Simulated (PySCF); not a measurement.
An unknown is described by computed data only.

Formula: C4H8.

| Item | Value |
| --- | --- |
| XPS | C1s 290.1, C1s 290.5, C1s 290.6, C1s 290.8 eV [ΔSCF SCAN, pcX-2 on the ionised atom, pcseg-1 elsewhere, spin-free X2C] |
| Polarisability | 52.0 au [CAM-B3LYP/def2-SVPD] |
| UV, first state | lowest singlet excitation: 7.29 eV (170 nm, f = 0.105) [TDDFT CAM-B3LYP/def2-SVPD] |
| Couplings | largest of the computed one-bond spin–spin couplings (means over like bonds): 13C–1H +168.2, 13C–1H +163.6, 13C–1H +157.2, 13C–1H +133.1 (×3), 13C–1H +131.4 (×2), 13C–13C +76.7, 13C–13C +45.0, 13C–13C +36.4 Hz [B3LYP/pcJ-1, spin–dipole term left out] |
| Valence photoelectron | vertical ionisation energy: 9.71 eV [ΔSCF CAM-B3LYP/def2-SVPD] |
| Triplet | lowest triplet excitation (Tamm–Dancoff): 4.37 eV [TDA CAM-B3LYP/def2-SVPD] |
| Rotational structure | rotational constants A, B, C: 22.563, 4.149, 4.062 GHz [PBE0-D3(BJ)/def2-SVP] |
| Dipole | 0.40 D [CAM-B3LYP/def2-SVPD] |

Gas-phase values; electronic properties from PySCF, density fitting. Levels stand in brackets. The structure is a single PBE0-D3(BJ)/def2-SVP conformer in the gas phase; no vibrational or solvent corrections.

Question: Give a SMILES that accounts for the data.

Answer: Numbering: `[CH2:1]=[CH:2][CH2:3][CH3:4]`. Its formula, C4H8, gives 1 degree of unsaturation: 0 rings and 1 π bond in the structure found. The couplings run between: +168.2 Hz, terminal =CH2 carbon [C1] and its hydrogen; +163.6 Hz, terminal =CH2 carbon [C1] and its hydrogen; +157.2 Hz, alkene CH carbon [C2] and its hydrogen; +133.1 Hz, methyl carbon [C4] and its hydrogen (with 2 like pairs); +131.4 Hz, allylic carbon [C3] and its hydrogen (with 1 like pair); +76.7 Hz, terminal =CH2 carbon [C1] and alkene CH carbon [C2]; +45.0 Hz, alkene CH carbon [C2] and allylic carbon [C3]; +36.4 Hz, allylic carbon [C3] and methyl carbon [C4]. The core levels belong to: C1s 290.1 eV, terminal =CH2 carbon [C1]; C1s 290.5 eV, alkene CH carbon [C2]; C1s 290.6 eV, methyl carbon [C4]; C1s 290.8 eV, allylic carbon [C3]. The hole state at 290.5 eV has ⟨S²⟩ = 0.83 against 0.75, so that value is less sure. The first electron is taken from the HOMO, whose largest Löwdin shares are 0.39 on the terminal =CH2 carbon, 0.35 on the alkene CH carbon and 0.08 on the allylic carbon. The optimised geometry has point group C1 and is an asymmetric top. Structure: 1-butene, `C=CCC`. Computed isomers that give other values at the same levels: `C/C=C\C` (core binding energies: C1s 290.1 (×2), C1s 290.7 (×2) eV); `C/C=C/C` (core binding energies: C1s 290.1 (×2), C1s 290.7 (×2) eV); `CC1CC1` (core binding energies: C1s 290.4 (×2), C1s 290.6, C1s 290.6 eV). The assignments are read from this structure; whether some other isomer fits the data as well wasn't checked.

The values belong to the conformer `[CH2:1]=[CH:2][CH2:3][CH3:4]`: C1–C2–C3–C4 119°.
